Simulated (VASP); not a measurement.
# BaZrO3 (Pm-3m) in VASP: Born charges and dielectric tensor with LDA

Aim: the Born charges and dielectric tensor of BaZrO3 with LDA.

Program: VASP 6.6.1. These are calculated values, not measurements. Logs are shortened: lines on timing, memory, paths and dates and some standing lists are left out, and cuts for length are marked.

## Step 1: The structure

Symmetry: Pm-3m, No. 221, cubic system. The conventional cell has a = 4.158 Å, b = 4.158 Å, c = 4.158 Å, α = 90.00°, β = 90.00°, γ = 90.00°. Ba (site symmetry m-3m) is surrounded by 12 O at 2.94 Å. Around Zr (site symmetry m-3m) lie 6 O at 2.08 Å. Around O (site symmetry 4/mmm) lie 2 Zr at 2.08 Å.

The cell is a database's computed one.

## Step 2: Born charges and dielectric tensor, LDA

File INCAR:

```
PREC = Accurate
ENCUT = 600
EDIFF = 1E-8
ISMEAR = 0
SIGMA = 0.02
LREAL = F
LASPH = T
NELM = 80
ALGO = Normal
ISIF = 2
LWAVE = F
LCHARG = F
LEPSILON = T
IBRION = 8
NSW = 1
```

File KPOINTS:

```
regular mesh
0
Gamma
  6 6 6
```

File POSCAR:

```
BaZrO3
1.0
    4.1576600000      0.0000000000      0.0000000000
    0.0000000000      4.1576600000      0.0000000000
    0.0000000000      0.0000000000      4.1576600000
Ba Zr O
1 1 3
Direct
    0.0000000000      0.0000000000      1.0000000000
    0.5000000000      0.5000000000      0.5000000000
    0.5000000000      0.0000000000      0.5000000000
    0.5000000000      0.5000000000      1.0000000000
    0.0000000000      0.5000000000      0.5000000000
```

Potentials or basis: VASP PAW LDA potentials, release 64 (Ba_sv, Zr_sv, O).

Run with:

```console
cat potpaw_LDA.64/Ba_sv/POTCAR potpaw_LDA.64/Zr_sv/POTCAR potpaw_LDA.64/O/POTCAR > POTCAR
mpirun -np 1 vasp_std > vasp.out
```

OUTCAR:

```text
PREC = Accurate
   ENCUT = 600
   EDIFF = 1E-8
   ISMEAR = 0
   LREAL = F
   LASPH = T
   NELM = 80
   ISIF = 2
   LEPSILON = T
   IBRION = 8
   NSW = 1

 ion  position               nearest neighbor table
   1  0.000  0.000  0.000-   3 2.94   4 2.94   5 2.94   3 2.94   5 2.94   4 2.94   5 2.94   5 2.94
                             3 2.94   4 2.94   3 2.94   4 2.94   2 3.60   2 3.60   2 3.60   2 3.60
   2  0.500  0.500  0.500-   3 2.08   4 2.08   5 2.08   4 2.08   3 2.08   5 2.08   1 3.60   1 3.60
                             1 3.60   1 3.60   1 3.60   1 3.60   1 3.60   1 3.60
   3  0.500  0.000  0.500-   2 2.08   2 2.08   1 2.94   1 2.94   1 2.94   1 2.94
   4  0.500  0.500  0.000-   2 2.08   2 2.08   1 2.94   1 2.94   1 2.94   1 2.94
   5  0.000  0.500  0.500-   2 2.08   2 2.08   1 2.94   1 2.94   1 2.94   1 2.94

  LATTYP: Found a simple cubic cell.
 ALAT       =     4.1576600000

  Lattice vectors:

 A1 = (   4.1576600000,   0.0000000000,   0.0000000000)
 A2 = (   0.0000000000,   4.1576600000,   0.0000000000)
 A3 = (   0.0000000000,   0.0000000000,   4.1576600000)

Analysis of symmetry for initial positions (statically):
=====================================================================
 Subroutine PRICEL returns:
 Original cell was already a primitive cell.

 Routine SETGRP: Setting up the symmetry group for a
 simple cubic supercell.

 Subroutine GETGRP returns: Found 48 space group operations
 (whereof 48 operations were pure point group operations)
 out of a pool of 48 trial point group operations.

The static configuration has the point symmetry O_h .

Analysis of symmetry for dynamics (positions and initial velocities):
=====================================================================
 Subroutine PRICEL returns:
 Original cell was already a primitive cell.

 Routine SETGRP: Setting up the symmetry group for a
 simple cubic supercell.

 Subroutine GETGRP returns: Found 48 space group operations
 (whereof 48 operations were pure point group operations)
 out of a pool of 48 trial point group operations.

The dynamic configuration has the point symmetry O_h .

 Subroutine INISYM returns: Found 48 space group operations
 (whereof 48 operations are pure point group operations),
 and found     1 'primitive' translations

----------------------------------------------------------------------------------------

                                     Primitive cell

  volume of cell :      71.8699

  direct lattice vectors                    reciprocal lattice vectors
     4.157660000  0.000000000  0.000000000     0.240519908  0.000000000  0.000000000
     0.000000000  4.157660000  0.000000000     0.000000000  0.240519908  0.000000000
     0.000000000  0.000000000  4.157660000     0.000000000  0.000000000  0.240519908

  length of vectors
     4.157660000  4.157660000  4.157660000     0.240519908  0.240519908  0.240519908

  position of ions in fractional coordinates (direct lattice)
     0.000000000  0.000000000  0.000000000
     0.500000000  0.500000000  0.500000000
     0.500000000  0.000000000  0.500000000
     0.500000000  0.500000000  0.000000000
     0.000000000  0.500000000  0.500000000

[... 754 lines left out ...]
    -0.01423  0.00000 -0.00000
     0.00000  0.03362  0.00000
    -0.00000  0.00000 -0.01423

 MACROSCOPIC STATIC DIELECTRIC TENSOR (including local field effects in DFT)
 ------------------------------------------------------
           4.936227     0.000000     0.000000
           0.000000     4.936227     0.000000
          -0.000000    -0.000000     4.936227
 ------------------------------------------------------

 PIEZOELECTRIC TENSOR (including local field effects)  for field in x, y, z        (e  Angst)
          XX          YY          ZZ          XY          YZ          ZX
  --------------------------------------------------------------------------------
  x     0.00000     0.00000     0.00000     0.00000     0.00000     0.00000
  y     0.00000     0.00000     0.00000     0.00000     0.00000     0.00000
  z     0.00000     0.00000     0.00000     0.00000     0.00000     0.00000

 PIEZOELECTRIC TENSOR (including local field effects)  for field in x, y, z        (C/m^2)
          XX          YY          ZZ          XY          YZ          ZX
  --------------------------------------------------------------------------------
  x     0.00000     0.00000     0.00000     0.00000     0.00000     0.00000
  y     0.00000     0.00000     0.00000     0.00000     0.00000     0.00000
  z     0.00000     0.00000     0.00000     0.00000     0.00000     0.00000

 BORN EFFECTIVE CHARGES (including local field effects) (in |e|, cummulative output)
 ---------------------------------------------------------------------------------
 ion    1
    1     2.73389     0.00000    -0.00000
    2     0.00000     2.73389     0.00000
    3     0.00000     0.00000     2.73389
 ion    2
    1     6.11765    -0.00000    -0.00000
    2     0.00000     6.11765     0.00000
    3     0.00000     0.00000     6.11765
 ion    3
    1    -2.02220     0.00000    -0.00000
    2     0.00000    -4.80713    -0.00000
    3    -0.00000     0.00000    -2.02220
 ion    4
    1    -2.02220    -0.00000    -0.00000
    2     0.00000    -2.02220     0.00000
    3     0.00000     0.00000    -4.80713
 ion    5
    1    -4.80713     0.00000    -0.00000
    2     0.00000    -2.02220     0.00000
    3     0.00000     0.00000    -2.02220

 INTERNAL STRAIN TENSOR FOR ION    5 for displacements in x,y,z  (eV/Angst):
          X           Y           Z          XY          YZ          ZX
  --------------------------------------------------------------------------------
  x     0.00000     0.00000     0.00000     0.00000     0.00000     0.00000
  y     0.00000     0.00000     0.00000     0.00000     0.00000     0.00000
  z     0.00000     0.00000     0.00000     0.00000     0.00000     0.00000

 SECOND DERIVATIVES (NOT SYMMETRIZED)
 ------------------------------------
               1X          1Y          1Z          2X          2Y          2Z          3X          3Y          3Z          4X          4Y          4Z          5X          5Y          5Z
  1X    -3.893919   -0.000000    0.000000    3.645384    0.000000   -0.000000   -0.474053   -0.000000   -0.000000   -0.474053   -0.000000    0.000000    1.196641   -0.000000    0.000000
  1Y    -0.000000   -3.893919    0.000000    0.000000    3.645384   -0.000000   -0.000000    1.196641   -0.000000   -0.000000   -0.474053    0.000000   -0.000000   -0.474053   -0.000000
  1Z    -0.000000   -0.000000   -3.893919    0.000000    0.000000    3.645384    0.000000   -0.000000   -0.474053   -0.000000    0.000000    1.196641   -0.000000    0.000000   -0.474053
  2X     3.635975   -0.000000   -0.000000   -9.751243   -0.000000    0.000000    0.066870   -0.000000   -0.000000    0.066870    0.000000    0.000000    5.981529   -0.000000   -0.000000
  2Y    -0.000000    3.635975    0.000000   -0.000000   -9.751243   -0.000000   -0.000000    5.981529    0.000000    0.000000    0.066870    0.000000   -0.000000    0.066870    0.000000
  2Z     0.000000    0.000000    3.635975   -0.000000   -0.000000   -9.751243   -0.000000   -0.000000    0.066870   -0.000000   -0.000000    5.981529   -0.000000   -0.000000    0.066870
  3X    -0.476539    0.000000    0.000000    0.027750    0.000000    0.000000   -2.395953    0.000000    0.000000   -0.545818    0.000000    0.000000    3.390561    0.000000    0.000000
  3Y     0.000000    1.190554    0.000000    0.000000    5.970169    0.000000    0.000000  -13.939781    0.000000    0.000000    3.389529    0.000000   -0.000000    3.389529    0.000000
  3Z     0.000000    0.000000   -0.476539    0.000000    0.000000    0.027750    0.000000    0.000000   -2.395953    0.000000    0.000000    3.390561    0.000000    0.000000   -0.545818
  4X    -0.476539    0.000000    0.000000    0.027750    0.000000    0.000000   -0.545818    0.000000    0.000000   -2.395953    0.000000    0.000000    3.390561    0.000000    0.000000
  4Y     0.000000   -0.476539    0.000000    0.000000    0.027750    0.000000    0.000000    3.390561    0.000000    0.000000   -2.395953    0.000000    0.000000   -0.545818    0.000000
  4Z    -0.000000   -0.000000    1.190554   -0.000000    0.000000    5.970169   -0.000000   -0.000000    3.389529    0.000000    0.000000  -13.939781   -0.000000    0.000000    3.389529
  5X     1.190554    0.000000    0.000000    5.970169    0.000000    0.000000    3.389529    0.000000    0.000000    3.389529    0.000000    0.000000  -13.939781    0.000000   -0.000000
  5Y     0.000000   -0.476539    0.000000    0.000000    0.027750    0.000000    0.000000    3.390561    0.000000    0.000000   -0.545818    0.000000    0.000000   -2.395953    0.000000
  5Z     0.000000    0.000000   -0.476539    0.000000    0.000000    0.027750    0.000000    0.000000   -0.545818    0.000000    0.000000    3.390561    0.000000    0.000000   -2.395953

 Eigenvectors and eigenvalues of the dynamical matrix
 ----------------------------------------------------

   1 f  =   15.694050 THz    98.608622 2PiTHz  523.497147 cm-1    64.905345 meV
             X         Y         Z           dx          dy          dz
      0.000000  0.000000  0.000000     0.023753   -0.000181   -0.000000
      2.078830  2.078830  2.078830     0.159511   -0.001215    0.000000
      2.078830  0.000000  2.078830     0.238547    0.007064    0.000000
      2.078830  2.078830  0.000000     0.238547   -0.001817    0.000000
      0.000000  2.078830  2.078830    -0.927429   -0.001817    0.000000
[... 105 lines left out ...]
  15 f/i=    0.027691 THz     0.173987 2PiTHz    0.923671 cm-1     0.114521 meV
             X         Y         Z           dx          dy          dz
      0.000000  0.000000  0.000000     0.698117   -0.066108   -0.006002
      2.078830  2.078830  2.078830     0.571482   -0.054117   -0.004913
      2.078830  0.000000  2.078830     0.243668   -0.022871   -0.002095
      2.078830  2.078830  0.000000     0.243668   -0.023074   -0.002076
      0.000000  2.078830  2.078830     0.241520   -0.023074   -0.002095

--------------------------------------------------------------------------------------------------------

 MACROSCOPIC STATIC DIELECTRIC TENSOR IONIC CONTRIBUTION
 ------------------------------------------------------
          50.134771    -0.000000     0.000000
          -0.000000    50.134771    -0.000000
           0.000000    -0.000000    50.134771
 ------------------------------------------------------

 ELASTIC MODULI CONTR FROM IONIC RELAXATION (kBar)
 Direction    XX          YY          ZZ          XY          YZ          ZX
 --------------------------------------------------------------------------------
 XX           0.0000      0.0000      0.0000      0.0000      0.0000      0.0000
 YY           0.0000      0.0000      0.0000      0.0000      0.0000      0.0000
 ZZ           0.0000      0.0000      0.0000      0.0000      0.0000      0.0000
 XY           0.0000      0.0000      0.0000      0.0000      0.0000      0.0000
 YZ           0.0000      0.0000      0.0000      0.0000      0.0000      0.0000
 ZX           0.0000      0.0000      0.0000      0.0000      0.0000      0.0000
 --------------------------------------------------------------------------------

 PIEZOELECTRIC TENSOR IONIC CONTR  for field in x, y, z        (C/m^2)
          XX          YY          ZZ          XY          YZ          ZX
  --------------------------------------------------------------------------------
  x     0.00000     0.00000     0.00000     0.00000     0.00000     0.00000
  y     0.00000     0.00000     0.00000     0.00000     0.00000     0.00000
  z     0.00000     0.00000     0.00000     0.00000     0.00000     0.00000
```

It took 18 min on 1 thread of Intel Xeon Platinum 8488C (Sapphire Rapids), shared host; peak memory 0.58 GiB.

Results:

```yaml
Band_gap_on_the_k_mesh: 3.12 eV, indirect (least direct gap 3.31 eV)
Electronic_dielectric_tensor_diagonal: 4.94
Born_charges_mean_of_the_diagonal: Ba +2.73; Zr +6.12; O -2.95 e
Highest_phonon_frequency_at_Γ_LO-TO_splitting_left_out: 523 cm⁻¹
```

Phonon frequencies in cm⁻¹ (negative: imaginary):
```csv
q point,frequencies
"(0.000, 0.000, 0.000)",-1 -1 -1 105 105 105 177 177 177 196 196 196 523 523 523
```

Electronic dielectric tensor:
```
4.94 0.00 0.00
0.00 4.94 0.00
0.00 0.00 4.94
```

Born effective charge tensors (e):
atom 1, Ba
```
2.73 0.00 0.00
0.00 2.73 0.00
0.00 0.00 2.73
```
atom 2, Zr
```
6.12 0.00 0.00
0.00 6.12 0.00
0.00 0.00 6.12
```
atom 3, O
```
-2.02  0.00  0.00
 0.00 -4.81  0.00
 0.00  0.00 -2.02
```
atom 4, O
```
-2.02  0.00  0.00
 0.00 -2.02  0.00
 0.00  0.00 -4.81
```
atom 5, O
```
-4.81  0.00  0.00
 0.00 -2.02  0.00
 0.00  0.00 -2.02
```

Caveat: spin-orbit coupling is left out, which moves the levels of the heavy elements. A k mesh can miss the band edges.
